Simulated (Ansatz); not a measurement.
The system is Ge.

```
Ge
1.0
    -1.60842    1.60842    1.87318
     1.60842   -1.60842    1.87318
     1.60842    1.60842   -1.87318
Ge
1
Direct
  0.50000 0.50000 0.00000
```

The cell was built by a generator and needn't be a form met in nature.

Program: Ansatz 0.2.0. Alike in all runs: potentials or basis Ansatz PAW; cell as given; cutoff (eV) 420.

**Question.** Order these runs on this cell by their pressure, lowest first.
A. level BLYP; spin off; k mesh 12 × 12 × 12; smearing fermi-dirac 0.05 eV; points for each segment of the path 14
B. level LDA; spin SOC, no magnetisation; k mesh 9 × 9 × 9; smearing fermi-dirac 0.05 eV; points for each segment of the path 14
C. level PBE; spin off; k mesh 12 × 12 × 12; smearing gaussian 0.028 eV
D. level PBEsol; spin off; k mesh 12 × 12 × 12; smearing fermi-dirac 0.05 eV; points for each segment of the path 14

**Answer.** B (-5.1 GPa), D (-2.9 GPa), C (0.8 GPa), A (7.1 GPa).

Caveats: the PAW data sets come from PBE, with cores solved anew for the run's functional, which leaves a small shift of forces and pressure (some runs); the potentials were made for another functional, which shifts forces and pressure (some runs).

Not every run made on this cell is shown here.
